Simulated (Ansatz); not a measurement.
# Ge in Cu(111), 2x2: scattering by a point defect, part 3 of 3

Wanted: the reflection from a plane of defects, Ge in Cu(111), 2x2, and the resistivity it implies.

Ansatz 0.2.0; Ansatz plane-wave DFT, PBE, PAW files; ballistic transport by layer matching (Landauer), zero bias; PAW set soft_1 (the session's first sound run).

So far, resistivity per at.% scaled from this dense plane, with the factor 3/4 for isotropic scattering (µΩ cm): step 3 (resistance at ideal sites) 2.30.

## Step 5: Transmission after relaxation, relaxed yes

The transmission is solved again on the relaxed atoms.

This step: Ansatz plane-wave DFT, PBE, PAW files; ballistic transport by layer matching (Landauer), zero bias; PAW set soft_1 (Ansatz 0.2.0).

Contents of input.yaml:

```yaml
crystal:
  lattice:
    - [5.1123254594, 0.0, 0.0]
    - [-2.5561627297, 4.4274037203, 0.0]
    - [-1.2780813649, 0.73790062, 22.9580794202]
  atoms:
    - { symbol: Cu, position: [0.0075757576, 0.9924242424, 0.0454545455] }
    - { symbol: Cu, position: [0.0075757576, 0.4924242424, 0.0454545455] }
    - { symbol: Cu, position: [0.5075757576, 0.9924242424, 0.0454545455] }
    - { symbol: Cu, position: [0.5075757576, 0.4924242424, 0.0454545455] }
    - { symbol: Cu, position: [0.1893939394, 0.3106060606, 0.1363636364] }
    - { symbol: Cu, position: [0.1893939394, 0.8106060606, 0.1363636364] }
    - { symbol: Cu, position: [0.6893939394, 0.3106060606, 0.1363636364] }
    - { symbol: Cu, position: [0.6893939394, 0.8106060606, 0.1363636364] }
    - { symbol: Cu, position: [0.3712121212, 0.1287878788, 0.2272727273] }
    - { symbol: Cu, position: [0.3712121212, 0.6287878788, 0.2272727273] }
    - { symbol: Cu, position: [0.8712121212, 0.1287878788, 0.2272727273] }
    - { symbol: Cu, position: [0.8712121212, 0.6287878788, 0.2272727273] }
    - { symbol: Cu, position: [0.0533851576, 0.9472704425, 0.317286082] }
    - { symbol: Cu, position: [0.0529625239, 0.4470374761, 0.3172473056] }
    - { symbol: Cu, position: [0.5529228895, 0.9470771105, 0.3173247151] }
    - { symbol: Cu, position: [0.5527295575, 0.4466148424, 0.317286082] }
    - { symbol: Cu, position: [0.2338990741, 0.2661009259, 0.4075386938] }
    - { symbol: Cu, position: [0.2338657969, 0.7630191479, 0.4075265725] }
    - { symbol: Cu, position: [0.7369808521, 0.2661342031, 0.4075265725] }
    - { symbol: Cu, position: [0.7349120721, 0.7650879279, 0.4072155862] }
    - { symbol: Ge, position: [0.4166666667, 0.0833333333, 0.5] }
    - { symbol: Cu, position: [0.4166666667, 0.5833333333, 0.5] }
    - { symbol: Cu, position: [0.9166666667, 0.0833333333, 0.5] }
    - { symbol: Cu, position: [0.9166666667, 0.5833333333, 0.5] }
    - { symbol: Cu, position: [0.0963524813, 0.9005324635, 0.5924734275] }
    - { symbol: Cu, position: [0.0984212612, 0.4015787388, 0.5927844138] }
    - { symbol: Cu, position: [0.5994342593, 0.9005657407, 0.5924613062] }
    - { symbol: Cu, position: [0.5994675365, 0.4036475187, 0.5924734275] }
    - { symbol: Cu, position: [0.2804104439, 0.2195895561, 0.6826752849] }
    - { symbol: Cu, position: [0.2806037759, 0.7200518242, 0.682713918] }
    - { symbol: Cu, position: [0.7799481758, 0.2193962241, 0.682713918] }
    - { symbol: Cu, position: [0.7803708094, 0.7196291906, 0.6827526944] }
    - { symbol: Cu, position: [0.4621212121, 0.0378787879, 0.7727272727] }
    - { symbol: Cu, position: [0.4621212121, 0.5378787879, 0.7727272727] }
    - { symbol: Cu, position: [0.9621212121, 0.0378787879, 0.7727272727] }
    - { symbol: Cu, position: [0.9621212121, 0.5378787879, 0.7727272727] }
    - { symbol: Cu, position: [0.1439393939, 0.8560606061, 0.8636363636] }
    - { symbol: Cu, position: [0.1439393939, 0.3560606061, 0.8636363636] }
    - { symbol: Cu, position: [0.6439393939, 0.8560606061, 0.8636363636] }
    - { symbol: Cu, position: [0.6439393939, 0.3560606061, 0.8636363636] }
    - { symbol: Cu, position: [0.3257575758, 0.1742424242, 0.9545454545] }
    - { symbol: Cu, position: [0.3257575758, 0.6742424242, 0.9545454545] }
    - { symbol: Cu, position: [0.8257575758, 0.1742424242, 0.9545454545] }
    - { symbol: Cu, position: [0.8257575758, 0.6742424242, 0.9545454545] }
kpoints:
  mp_grid: { grid: [5, 5, 1] }
hamiltonian:
  xc: pbe
  pseudopotentials: { kind: paw, azcp: { folder: soft_1 } }
scf:
  occupations: { method: fermi_dirac, width: 0.1 }
output:
  transmission:
    leads: [[0, 4]]
    kmesh: [10, 10]
    e_range: [-0.05, 0.05]
    de: 0.05
  write_potential: true
  write_density: true
  volumetric_format: npy
```

Run with:

```console
> ansatz run input.yaml --threads 4 --pin off --max-ram 15360MiB --backend cpu --events-out ev --progress --plain --runs-dir out
```

Numbers of over 12 decimals in the logs are rounded to 6 here.

Output:

```text
[...]
Crystal: 44 atoms, lattice volume = 519.641 Å³
Basis set: ecut = 420 eV, 10219 PW (Γ)
Bands: 499, of which v1, the nominal top of the filled ones, is band 416 counted from 1 (415 counted from 0)
Symmetry: 4 space group operations
[...]
k-points: 9 of 25
[...]
SCF iter   1: F=—  HF=-289219.375114 eV  |F-HF|=—  |Δ(HF+E_count)|=         —  Δρ=2.75e-1  dr2=4.49e2  ethr=3.10e-3  ⟨swp⟩=4.6  Hψ=13299  notcnv=0  defer=28
[...]
SCF iter  18: F=-289177.872680 eV  HF=-289177.872680 eV  |F-HF|=3.73e-9  |Δ(HF+E_count)|=   4.31e-9  Δρ=1.59e-6  dr2=1.16e-8  ethr=1.20e-11  ⟨swp⟩=2.0  Hψ=7879  notcnv=0
SCF 1 converged in 18 iterations: F = -289177.872680 eV  dr2 = 1.16e-8
[...]
transmission: 106 of 1054 steps passed
transmission: 214 of 1054 steps passed
[...]
transmission: 1054 of 1054 steps passed
SCF converged after 18 iterations
Free energy (F): -289177.872680 eV
[...]
Internal energy: -289177.373020 eV  (E = F + TS)
E sigma→0 (E₀):  -289177.622850 eV
Entropy (-TS):   -0.499660 eV (-11.356 meV/atom)
Fermi energy:    16.457377 eV
[...]
--- Band table (eV; the first three rows and the last of 9) ---
  k-point 0: bands = [... 412 lower, 16.3824, 16.6407, 16.6467, 16.8506, 16.8818, 17.0097, 17.0584, 17.1147, ... 79 higher]
  k-point 1: bands = [... 412 lower, 16.1424, 16.1970, 16.2212, 16.2907, 16.3441, 16.4835, 16.6221, 16.7773, ... 79 higher]
  k-point 2: bands = [... 412 lower, 16.2085, 16.2787, 16.3150, 16.4193, 16.5812, 16.6739, 16.7322, 16.8473, ... 79 higher]
  k-point 8: bands = [... 412 lower, 16.1797, 16.2468, 16.2488, 16.4140, 16.4445, 16.5493, 16.5769, 17.0577, ... 79 higher]
--- Transmission ---
  basis      : 199 plane waves across, 34 finite elements along
  points     : 31, standing for a mesh of 10 x 10
[...]
channels       : 3.210000e0 a spin
[...]
junction   : crystal 0 to crystal 0, 0.70 to 21.57 Å
    transmission   : 2.769088e0 a spin
[...]
```

The job ended after 2.6 min (4 threads of Intel Xeon Platinum 8488C (Sapphire Rapids), shared host; peak memory 5.2 GiB; 9.7 min of CPU time).

Numbers from this step:

- energy at zero smearing: -289177.6228 eV
- transmission per spin nearest the Fermi level: 2.769
- open channels per spin nearest the Fermi level: 3.21
- step of the lead's potential: 9 meV

Per spin. The transmission, zone mean by energy, zero at the Fermi level:

| energy (eV) | transmission, zone mean |
| --- | --- |
| -0.0500 | 2.78 |
| 0.0000 | 2.77 |
| 0.0500 | 2.75 |

Transmission over k1 and k2. At 0.0000 eV from the Fermi level.

Values, 10 rows by 10 columns:
```
2.88 3.67 2.80 2.59 2.80 3.67 2.88 2.94 2.96 2.94
2.91 2.80 3.45 2.58 2.58 3.44 2.80 2.90 2.96 2.96
2.91 2.59 2.58 2.67 2.18 2.67 2.58 2.59 2.90 2.94
2.88 2.80 2.58 2.18 1.34 1.35 2.18 2.58 2.80 2.88
3.73 3.67 3.44 2.67 1.35 0.86 1.35 2.67 3.44 3.67
2.88 2.88 2.80 2.58 2.18 1.35 1.34 2.18 2.58 2.80
2.91 2.94 2.90 2.59 2.58 2.67 2.18 2.67 2.58 2.59
2.91 2.96 2.96 2.90 2.80 3.44 2.58 2.58 3.45 2.80
2.88 2.94 2.96 2.94 2.88 3.67 2.80 2.59 2.80 3.67
3.73 2.88 2.91 2.91 2.88 3.73 2.88 2.91 2.91 2.88
```
Columns: k1 (b1) from -0.5 to 0.4; rows upwards: k2 (b2) from -0.5 to 0.4.

Over the solved energies the transmission per spin lies between 2.75 and 2.78, out of 3.21 channels of the lead on average (up to 3.21).

## Step 6: Resistance after relaxation

This step: Ansatz plane-wave DFT, PBE, PAW files; ballistic transport by layer matching (Landauer), zero bias; area resistance of the defect plane and resistivity an atomic per cent; PAW set soft_1 (Ansatz 0.2.0).

Numbers from this step:

```yaml
area_resistance: 0.1463 fΩ m²
t_over_the_leads_mean_channel_count: 0.8615
resistivity_per_at_scaled_from_this_dense_plane_with_the_factor_3_over_4_for_isotropic_scattering: 2.104 µΩ cm
```

Averaged over the energies near the Fermi level, 86.1 % of the channels pass, which makes 0.146 fΩ m², against 0.160 on ideal sites.

## Step 7: Outcome

| Quantity | Value |
| --- | --- |
| share of channels that pass, rigid | 0.853 |
| area resistance, rigid | 0.160 fΩ m² |
| resistivity per at.% from the area resistance, times 3/4, rigid | 2.30 µΩ cm |
| share of channels that pass, relaxed | 0.861 |
| area resistance, relaxed | 0.146 fΩ m² |
| resistivity per at.% from the area resistance, times 3/4, relaxed | 2.10 µΩ cm |

The plane of defects adds 0.15 fΩ m². Scaled to one atomic per cent that is 2.8 µΩ cm as it stands and 2.1 with the factor 3/4 for isotropic scattering on a spherical Fermi surface. These are rough estimates of the dilute value, not bounds. One Ge in each 2x2 cell reflects 14 % of the lead's channels. The relaxed cell differs by -8.6 % in resistance; between the two runs the lead's own channel count goes from 3.15 to 3.21, so sampling may have a part in it. The defects form a dense periodic sheet that scatters coherently, unlike a dilute random alloy. T and N are means over the solved energies nearest the Fermi level.

[Logs are printed without paths, hosts, clocks, repeated set-up lines and the standing remarks that a program may print on its own settings, such as how far it seeks lower states.]

[Hosts, paths, dates, database ids (printed as entryN), source tags and the programs' standing remarks are cut or masked in the printed files.]
